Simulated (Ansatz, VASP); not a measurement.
**Cu: VASP beside Ansatz**

```xyz
2
Lattice="2.5171 0.0000 0.0000 -1.2585 2.1799 0.0000 0.0000 0.0000 4.0850" Properties=species:S:1:pos:R:3 pbc="T T T"
Cu    1.2585    0.7266    3.0637
Cu    0.0000    1.4532    1.0212
```

Change from the starting cell: volume scaled by 0.98.

Alike in both runs: task single point; functional PBEsol; k mesh 12 × 12 × 7; occupations fermi-dirac, width 0.05 eV; no spin polarisation.

```csv
,VASP,Ansatz
version,VASP 6.6.1,Ansatz 0.2.0
potentials or method,"VASP PAW PBE potentials, release 64 (Cu)",Ansatz PAW
plane-wave cutoff (eV),520,420
valence electrons in the cell,22,38
```

Ansatz gave:

* gap on the k mesh at the Fermi level (eV): none
* pressure (GPa): 2.0
* largest component of the traceless stress (GPa): 0.37

**Question.** Estimate VASP's values.

**Answer.** gap on the k mesh at the Fermi level (eV): none; pressure (GPa): 2.7; largest component of the traceless stress (GPa): 0.31.

A gap of «none» marks a metal or a gap that the smearing closes. The functional is the same, so the differences come from potentials, cutoffs and numerics. The two sets of potentials don't hold the same shells in valence.

Caveats: the PAW data sets were made with another functional, which shifts forces and pressure a little (VASP); the PAW data sets come from PBE, with cores solved anew for the run's functional, which leaves a small shift of forces and pressure (Ansatz).
